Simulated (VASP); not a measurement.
# Sc in VASP: convergence with ENCUT

Aim: find how far ENCUT must go before the results for Sc settle, at PBEsol. This setting moves, with any that are tied to it; all else stays.

All numbers are computed with VASP 6.6.1; they aren't measurements. Logs are shortened: lines on timing, memory, paths and dates and some standing lists are left out, and cuts for length are marked.

**1. The slab as given**

The cell holds a slab with vacuum, 5 atoms: a = 3.309 Å, b = 3.309 Å, c = 25.536 Å, α = 90.00°, β = 90.00°, γ = 120.00°.

The slab is cut from a database's or a generator's crystal, which needn't be the stable form of the element.

**2. With ENCUT 200 eV**

Contents of INCAR:

```
SYSTEM = Sc
PREC = Accurate
ENCUT = 200
EDIFF = 1E-6
ISMEAR = 0
SIGMA = 0.02
LREAL = .FALSE.
LASPH = .TRUE.
NELM = 100
ALGO = Normal
ISIF = 2
LWAVE = .FALSE.
LCHARG = .FALSE.
GGA = PS
NBANDS = 36
```

Contents of KPOINTS:

```
Automatic mesh
0
G
  7 7 1
  0 0 0
```

Contents of POSCAR:

```
Sc
1.0
    3.3087978973      0.0000000000      0.0000000000
   -1.6543989487      2.8655030350      0.0000000000
    0.0000000000      0.0000000000     25.5360000000
Sc
5
Direct
    0.3333333333      0.6666666666      0.2937030075
    0.6666666667      0.3333333334      0.3968515038
    0.3333333333      0.6666666666      0.5000000000
    0.6666666667      0.3333333334      0.6031484962
    0.3333333333      0.6666666666      0.7062969925
```

Potentials or basis: VASP PAW PBE potentials, release 64 (Sc_sv).

Command:

```console
$ cat potpaw_PBE.64/Sc_sv/POTCAR > POTCAR
$ mpirun -np 1 vasp_std > vasp.out
```

It took 28 s on 1 thread of Intel Xeon 6975P-C (Granite Rapids), shared host; peak memory 0.16 GiB.

Results:

- Free energy: -31.0301 eV
- Largest force: 0.386 eV/Å
- Band gap on the k mesh: none (metal or under the smearing width)

**3. With ENCUT 250 eV**

Changes to INCAR since step 2:

```diff
@@ -2,3 +2,3 @@
 PREC = Accurate
-ENCUT = 200
+ENCUT = 250
 EDIFF = 1E-6
```

KPOINTS is that of step 2.

POSCAR is that of step 2.

Potentials or basis: VASP PAW PBE potentials, release 64 (Sc_sv).

Command:

```console
$ cat potpaw_PBE.64/Sc_sv/POTCAR > POTCAR
$ mpirun -np 1 vasp_std > vasp.out
```

It took 36 s on 1 thread of Intel Xeon 6975P-C (Granite Rapids), shared host; peak memory 0.19 GiB.

What came out:

```
Free energy            : -31.2788 eV
Largest force          : 0.382 eV/Å
Band gap on the k mesh : none (metal or under the smearing width)
```

**4. With ENCUT 300 eV**

Changes to INCAR since step 3:

```diff
@@ -2,3 +2,3 @@
 PREC = Accurate
-ENCUT = 250
+ENCUT = 300
 EDIFF = 1E-6
```

KPOINTS is that of step 3.

POSCAR is that of step 3.

Command:

```console
$ cat potpaw_PBE.64/Sc_sv/POTCAR > POTCAR
$ mpirun -np 1 vasp_std > vasp.out
```

Run time: 44 s. Hardware: 1 thread of Intel Xeon 6975P-C (Granite Rapids), shared host; peak memory 0.22 GiB.

What came out:

* Free energy: -31.2836 eV
* Largest force: 0.383 eV/Å
* Band gap on the k mesh: none (metal or under the smearing width)

**5. With ENCUT 350 eV**

Changes to INCAR since step 4:

```diff
@@ -2,3 +2,3 @@
 PREC = Accurate
-ENCUT = 300
+ENCUT = 350
 EDIFF = 1E-6
```

KPOINTS is that of step 4.

POSCAR is that of step 4.

Command:

```console
$ cat potpaw_PBE.64/Sc_sv/POTCAR > POTCAR
$ mpirun -np 1 vasp_std > vasp.out
```

Wall time 48 s (1 thread of Intel Xeon 6975P-C (Granite Rapids), shared host); peak memory 0.24 GiB.

What came out:

- Free energy: -31.2778 eV
- Largest force: 0.382 eV/Å
- Band gap on the k mesh: none (metal or under the smearing width)

**6. With ENCUT 400 eV**

Changes to INCAR since step 5:

```diff
@@ -2,3 +2,3 @@
 PREC = Accurate
-ENCUT = 350
+ENCUT = 400
 EDIFF = 1E-6
```

KPOINTS is that of step 5.

POSCAR is that of step 5.

Potentials or basis: VASP PAW PBE potentials, release 64 (Sc_sv).

Command:

```console
$ cat potpaw_PBE.64/Sc_sv/POTCAR > POTCAR
$ mpirun -np 1 vasp_std > vasp.out
```

It took 59 s on 1 thread of Intel Xeon 6975P-C (Granite Rapids), shared host; peak memory 0.3 GiB.

What came out:

* Free energy: -31.2776 eV
* Largest force: 0.384 eV/Å
* Band gap on the k mesh: none (metal or under the smearing width)

**7. With ENCUT 450 eV**

Changes to INCAR since step 6:

```diff
@@ -2,3 +2,3 @@
 PREC = Accurate
-ENCUT = 400
+ENCUT = 450
 EDIFF = 1E-6
```

KPOINTS is that of step 6.

POSCAR is that of step 6.

Command:

```console
$ cat potpaw_PBE.64/Sc_sv/POTCAR > POTCAR
$ mpirun -np 1 vasp_std > vasp.out
```

Wall time 71 s (1 thread of Intel Xeon 6975P-C (Granite Rapids), shared host); peak memory 0.3 GiB.

Results:

```yaml
Free_energy: -31.2771 eV
Largest_force: 0.383 eV/Å
Band_gap_on_the_k_mesh: none (metal or under the smearing width)
```

**8. With ENCUT 500 eV**

Changes to INCAR since step 7:

```diff
@@ -2,3 +2,3 @@
 PREC = Accurate
-ENCUT = 450
+ENCUT = 500
 EDIFF = 1E-6
```

KPOINTS is that of step 7.

POSCAR is that of step 7.

Command:

```console
$ cat potpaw_PBE.64/Sc_sv/POTCAR > POTCAR
$ mpirun -np 1 vasp_std > vasp.out
```

Run time: 81 s. Hardware: 1 thread of Intel Xeon 6975P-C (Granite Rapids), shared host; peak memory 0.32 GiB.

What came out:

* Free energy: -31.2787 eV
* Largest force: 0.383 eV/Å
* Band gap on the k mesh: none (metal or under the smearing width)

**9. With ENCUT 600 eV**

Changes to INCAR since step 8:

```diff
@@ -2,3 +2,3 @@
 PREC = Accurate
-ENCUT = 500
+ENCUT = 600
 EDIFF = 1E-6
```

KPOINTS is that of step 8.

POSCAR is that of step 8.

Potentials or basis: VASP PAW PBE potentials, release 64 (Sc_sv).

Command:

```console
$ cat potpaw_PBE.64/Sc_sv/POTCAR > POTCAR
$ mpirun -np 1 vasp_std > vasp.out
```

Run time: 2.4 min. Hardware: 1 thread of Intel Xeon 6975P-C (Granite Rapids), shared host; peak memory 0.41 GiB.

Results:

- Free energy: -31.2817 eV
- Largest force: 0.383 eV/Å
- Band gap on the k mesh: none (metal or under the smearing width)

**10. With ENCUT 800 eV**

Changes to INCAR since step 9:

```diff
@@ -2,3 +2,3 @@
 PREC = Accurate
-ENCUT = 600
+ENCUT = 800
 EDIFF = 1E-6
```

KPOINTS is that of step 9.

POSCAR is that of step 9.

Potentials or basis: VASP PAW PBE potentials, release 64 (Sc_sv).

Command:

```console
$ cat potpaw_PBE.64/Sc_sv/POTCAR > POTCAR
$ mpirun -np 1 vasp_std > vasp.out
```

OUTCAR:

```text
SYSTEM = Sc
   PREC = Accurate
   ENCUT = 800
   EDIFF = 1E-6
   ISMEAR = 0
   LREAL = .FALSE.
   LASPH = .TRUE.
   NELM = 100
   ISIF = 2
   GGA = PS

 ion  position               nearest neighbor table
   1  0.333  0.667  0.294-   2 3.25   2 3.25   2 3.25
   2  0.667  0.333  0.397-   3 3.25   3 3.25   3 3.25   1 3.25   1 3.25   1 3.25
   3  0.333  0.667  0.500-   2 3.25   4 3.25   2 3.25   4 3.25   2 3.25   4 3.25
   4  0.667  0.333  0.603-   3 3.25   3 3.25   3 3.25   5 3.25   5 3.25   5 3.25
   5  0.333  0.667  0.706-   4 3.25   4 3.25   4 3.25

  LATTYP: Found a hexagonal cell.
 ALAT       =     3.3087978973
 C/A-ratio  =     7.7176064518

  Lattice vectors:

 A1 = (   3.3087978973,   0.0000000000,   0.0000000000)
 A2 = (  -1.6543989487,   2.8655030350,   0.0000000000)
 A3 = (   0.0000000000,   0.0000000000,  25.5360000000)

Analysis of symmetry for initial positions (statically):
=====================================================================
 Subroutine PRICEL returns:
 Original cell was already a primitive cell.

 Routine SETGRP: Setting up the symmetry group for a
 hexagonal supercell.

 Subroutine GETGRP returns: Found 12 space group operations
 (whereof 12 operations were pure point group operations)
 out of a pool of 24 trial point group operations.

The static configuration has the point symmetry D_3h.

Analysis of symmetry for dynamics (positions and initial velocities):
=====================================================================
 Subroutine PRICEL returns:
 Original cell was already a primitive cell.

 Routine SETGRP: Setting up the symmetry group for a
 hexagonal supercell.

 Subroutine GETGRP returns: Found 12 space group operations
 (whereof 12 operations were pure point group operations)
 out of a pool of 24 trial point group operations.

The dynamic configuration has the point symmetry D_3h.

 Subroutine INISYM returns: Found 12 space group operations
 (whereof 12 operations are pure point group operations),
 and found     1 'primitive' translations

----------------------------------------------------------------------------------------

                                     Primitive cell

  volume of cell :     242.1163

  direct lattice vectors                    reciprocal lattice vectors
     3.308797897  0.000000000  0.000000000     0.302224563  0.174489433  0.000000000
    -1.654398949  2.865503035  0.000000000     0.000000000  0.348978866  0.000000000
     0.000000000  0.000000000 25.536000000     0.000000000  0.000000000  0.039160401

  length of vectors
[... 67 lines left out ...]
   LSORBIT =      F    spin-orbit coupling
   LASPH  =      T    aspherical Exc in radial PAW
   ENCUT  =  800.0 eV  58.80 Ry    7.67 a.u.   7.63  7.63 58.89*2*pi/ulx,y,z
   NELM   =    100;   NELMIN=  2; NELMDL= -5     # of ELM steps
   EDIFF  = 0.1E-05   stopping-criterion for ELM
   LREAL  =      F    real-space projection
   EDIFFG = 0.1E-04   stopping-criterion for IOM
   NSW    =      0    number of steps for IOM
   IBRION =     -1    ionic relax: 0-MD 1-quasi-New 2-CG
   NFREE  =      0    steps in history (QN), initial steepest desc. (CG)
   ISIF   =      2    stress and relaxation
   ISYM   =      2    0-nonsym 1-usesym 2-fastsym
   POTIM  = 0.5000    time-step for ionic-motion
   TEBEG  =    0.0;   TEEND  =   0.0 temperature during run
   PSTRESS=    0.0 pullay stress
   NELECT =      55.0000    total number of electrons
   NUPDOWN=      -1.0000    fix difference up-down
   EMIN   =  10.00;   EMAX   =-10.00  energy-range for DOS
   EFERMI =   0.00;   METHOD = LEGACY
   ISMEAR =     0;   SIGMA  =   0.02  broadening in eV -4-tet -1-fermi 0-gaus
   EFERMI_NEDOS =   21; number of points for ismear=-14 and -15
   IALGO  =     38    algorithm
   IMIX   =      4    mixing-type and parameters
     AMIX     =   0.40;   BMIX     =  1.00
     AMIX_MAG =   1.60;   BMIX_MAG =  1.00
  volume/ion in A,a.u.               =      48.42       326.78
  Fermi-wavevector in a.u.,A,eV,Ry     =   0.998898  1.887643 13.575850  0.997797
  Thomas-Fermi vector in A             =   2.131152
   LORBIT       =      0    0 simple, 1 ext, 2 COOP (PROOUT), +10 PAW based schemes
   GGA     = PS    functional components
   LHFCALC =     F    Hartree Fock is set to
   AEXX    =    0.0000 exact exchange contribution
   IVDW    =     0    specifies the selected vdW correction
   LEPSILON=     F    determine dielectric tensor
   LRPA    =     F    only Hartree local field effects (RPA)
 non-spin polarized calculation
 Gauss-broadening in eV      SIGMA  =   0.02
  energy-cutoff  :      800.00
  volume of cell :      242.12
 maximum number of plane-waves:     12543
 NGX is ok and might be reduce to    32
   NGX = 15   NGY = 15   NGZ =117

 number of electron      54.9999999 magnetization

 Free energy of the ion-electron system (eV)
  ---------------------------------------------------
  ext. energy  EPLUGINS =         0.00000000
  ---------------------------------------------------
  free energy    TOTEN  =       -31.28181153 eV

  energy without entropy =      -31.27608261  energy(sigma->0) =      -31.27894707

 E-fermi :   0.2872     XC(G=0):  -5.8542

 val. band max:        0.2868982351   @ k =   0.2857   0.1429   0.0000
 cond. band min:       0.3009161787   @ k =   0.2857   0.2857   0.0000
 fundamental gap:      0.0140179436
 Fermi energy:         0.2872384430

 k-point     1 :       0.0000    0.0000    0.0000
  band No.  band energies     occupation
      1     -49.3746      2.00000
      2     -49.3746      2.00000
      3     -48.9092      2.00000
      4     -48.8668      2.00000
      5     -48.8551      2.00000
      6     -28.1624      2.00000
[... 301 lines left out ...]
     35       1.1746      0.00000
     36       1.3013      0.00000

------------------------ aborting loop because EDIFF is reached ----------------------------------------

  FORCE on cell =-STRESS in cart. coord.  units (eV):
  Direction    XX          YY          ZZ          XY          YZ          ZX
  --------------------------------------------------------------------------------------
  -------------------------------------------------------------------------------------
  Total       -2.7268873     -2.7268873     -3.0356283      0.0000000      0.0000000      0.0000000
  in kB      -18.0448716    -18.0448716    -20.0879300      0.0000000      0.0000000      0.0000000
  external PRESSURE =     -18.7258910 kB  Pullay stress =       0.0000000 kB

 VOLUME and BASIS-vectors are now :
 -----------------------------------------------------------------------------
  energy-cutoff  :      800.00
  volume of cell :      242.12
      direct lattice vectors                 reciprocal lattice vectors
     3.308797897  0.000000000  0.000000000     0.302224563  0.174489433  0.000000000
    -1.654398949  2.865503035  0.000000000     0.000000000  0.348978866  0.000000000
     0.000000000  0.000000000 25.536000000     0.000000000  0.000000000  0.039160401

 POSITION                                       TOTAL-FORCE (eV/Angst)
 -----------------------------------------------------------------------------------
     -0.00000      1.91034      7.50000         0.000000     -0.000000      0.383137
      1.65440      0.95517     10.13400        -0.000000      0.000000     -0.192355
     -0.00000      1.91034     12.76800         0.000000      0.000000      0.000000
      1.65440      0.95517     15.40200        -0.000000      0.000000      0.192355
     -0.00000      1.91034     18.03600         0.000000     -0.000000     -0.383137
 -----------------------------------------------------------------------------------
    total drift:                                0.000000      0.000000      0.000000

  FREE ENERGIE OF THE ION-ELECTRON SYSTEM (eV)
  ---------------------------------------------------
  free  energy   TOTEN  =       -31.2818115285 eV

  energy  without entropy=      -31.2760826148  energy(sigma->0) =      -31.27894707
```

OSZICAR:

```text
N       E                     dE             d eps       ncg     rms          rms(c)
DAV:   1     0.146282742386E+04    0.14628E+04   -0.27813E+04   584   0.191E+03
DAV:   2     0.679233744404E+02   -0.13949E+04   -0.13798E+04   816   0.723E+02
DAV:   3    -0.312652834108E+02   -0.99189E+02   -0.96526E+02   896   0.300E+02
[... 18 lines left out ...]
DAV:  22    -0.312817716423E+02   -0.31423E-04   -0.35165E-06   576   0.763E-03    0.222E-03
DAV:  23    -0.312817989214E+02   -0.27279E-04   -0.17318E-06   488   0.805E-03    0.734E-04
DAV:  24    -0.312818076871E+02   -0.87656E-05   -0.77404E-07   428   0.453E-03    0.136E-03
DAV:  25    -0.312818107844E+02   -0.30974E-05   -0.22527E-07   428   0.249E-03    0.724E-04
DAV:  26    -0.312818115285E+02   -0.74407E-06   -0.19619E-07   420   0.175E-03
   1 F= -.31281812E+02 E0= -.31278947E+02  d E =-.572891E-02
```

It took 3.6 min on 1 thread of Intel Xeon 6975P-C (Granite Rapids), shared host; peak memory 0.56 GiB.

What came out:

```yaml
Free_energy: -31.2818 eV
Largest_force: 0.383 eV/Å
Band_gap_on_the_k_mesh: none (metal or under the smearing width)
```

**11. Result**

```csv
ENCUT,"energy less the tightest run, at zero smearing (meV/atom)",largest force (eV/Å),SCF cycles,CPU time (s),peak memory (GiB)
200 eV,50.34,0.386,26,28,0.16
250 eV,0.60,0.382,27,35,0.19
300 eV,-0.36,0.383,26,44,0.22
350 eV,0.81,0.382,26,47,0.24
400 eV,0.83,0.384,25,58,0.3
450 eV,0.94,0.383,27,70,0.3
500 eV,0.63,0.383,26,81,0.32
600 eV,0.03,0.383,26,140,0.41
800 eV,0.00,0.383,26,220,0.56
```

Against the tightest run, the energy stays within 1 meV/atom from 250 eV on; the largest force stays within 0.005 eV/Å from 200 eV on. The tightest run that finished is the yardstick and may itself not be fully converged.

Caveats: the PAW data sets were made with another functional, which shifts forces and pressure a little.
